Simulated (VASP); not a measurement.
Set up this calculation in VASP 6.6.1, as the native input.

```yaml
Task: single point
Functional: PBE
Potentials_or_basis: VASP PAW PBE potentials, release 64 (Os)
Cutoff: 520 eV
k_mesh: 10 × 10 × 10
Occupations: gaussian, width 0.05 eV
Spin: no spin polarisation
Dipole_correction: no
Further_INCAR_settings: ALGO = Normal; EDIFF = 1e-07; NBANDS = 10
```

The structure of Os lies in POSCAR:

```
Os
1.0
   -1.5791778557      1.5791778557      1.5791778557
    1.5791778557     -1.5791778557      1.5791778557
    1.5791778557      1.5791778557     -1.5791778557
Os
1
Direct
    0.0000000000      0.0000000000      0.0000000000
```

The cell was built by a generator and needn't be a form met in nature.

These files were run (other wordings do the same):

INCAR

```
  PREC = Accurate
  ENCUT = 520
  EDIFF = 1E-7
  ISMEAR = 0
  SIGMA = 0.05
  LREAL = False
  LASPH = True
  NELM = 100
  ALGO = Normal
  ISIF = 2
  LWAVE = False
  LCHARG = True
  GGA = PE
  LELF = True
  LVHAR = True
  NBANDS = 10
```

KPOINTS

```
regular mesh
0
Gamma
  10 10 10
```

Potentials or basis: VASP PAW PBE potentials, release 64 (Os).

The run is started by

```sh
$ cat potpaw_PBE.64/Os/POTCAR > POTCAR
$ mpirun -np 1 vasp_std > vasp.out
```

It gave:

```
Pressure               : -19.7 GPa
Band gap on the k mesh : none (metal or under the smearing width)
```

Caveat: so large a pressure means that the cell lies far from this level's equilibrium, or that cutoff or potentials fall short.

It used 4.6 s of CPU time on 1 thread of Intel(R) Xeon(R) Platinum 8488C (Sapphire Rapids), with other jobs on the host, which was overloaded at the time.
